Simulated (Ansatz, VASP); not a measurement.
**PbI2 in VASP and in Ansatz**

Contents of INCAR:

```
PREC = Accurate
ENCUT = 520
EDIFF = 1E-7
ISMEAR = -1
SIGMA = 0.05
LREAL = False
LASPH = True
NELM = 80
ALGO = Normal
ISIF = 2
LWAVE = False
LCHARG = False
GGA = PS
NBANDS = 21
```

File KPOINTS:

```
Automatic mesh
0
Gamma
  7 7 4
```

File POSCAR:

```
PbI2
1.0
    4.5550000000      0.0000000000      0.0000000000
   -2.2775000000      3.9447457142      0.0000000000
    0.0000000000      0.0000000000      6.9770000000
Pb I
1 2
Direct
    0.0000000000      0.0000000000      0.0000000000
    0.6666666667      0.3333333333      0.7350000000
    0.3333333333      0.6666666667      0.2650000000
```

input.yaml

```yaml
crystal:
  lattice:
    - [4.555, 0.0, 0.0]
    - [-2.2775, 3.9447457142, 0.0]
    - [0.0, 0.0, 6.977]
  atoms:
    - { symbol: Pb, position: [0.0, 0.0, 0.0] }
    - { symbol: I, position: [0.6666666667, 0.3333333333, 0.735] }
    - { symbol: I, position: [0.3333333333, 0.6666666667, 0.265] }
hamiltonian:
  xc: pbesol
  pseudopotentials: { kind: paw }
kpoints:
  mp_grid: { grid: [7, 7, 4] }
scf:
  occupations: { method: fermi_dirac, width: 0.05 }
output:
  forces: true
  stress: true
  eigenvalues: true
```

Alike in both runs: task single point; functional PBEsol; k mesh 7 × 7 × 4; occupations fermi-dirac, width 0.05 eV; no spin polarisation.

|  | VASP | Ansatz |
| --- | --- | --- |
| version | VASP 6.6.1 | Ansatz 0.2.0 |
| potentials or method | VASP PAW PBE potentials, release 64 (Pb_d, I) | Ansatz PAW |
| plane-wave cutoff (eV) | 520 | 420 |
| valence electrons in the cell | 28 | 48 |

```tsv
	VASP	Ansatz	Ansatz less VASP
gap on the k mesh at the Fermi level (eV)	2.12	2.12	+0.002
least direct gap on the mesh (eV)	2.12	2.12	+0.002
pressure (GPa)	0.0	0.1	+0.01
largest component of the traceless stress (GPa)	0.10	0.10	-0.002
rms of the force components (eV/Å)	0.005	0.004	-0.0010
```

Atom by atom the forces differ by 0.001 eV/Å (rms over components). With one functional, cell and mesh, what is left measures potentials, basis and numerics. The two sets of potentials don't hold the same shells in valence.

Caveats: spin-orbit coupling is left out, which as a rule narrows the gap of such compounds by several tenths of an eV; this functional lacks dispersion, which binds the layers, so the pressure and a relaxed spacing across them are unreliable; the PAW data sets were made with another functional, which shifts forces and pressure a little (VASP); an odd mesh through Γ misses points on the zone boundary, where band edges often lie (VASP); odd divisions of the mesh miss points on the zone boundary, where band edges often lie, so the gap on the mesh can be too wide (Ansatz); the PAW data sets come from PBE, with cores solved anew for the run's functional, which leaves a small shift of forces and pressure (Ansatz).
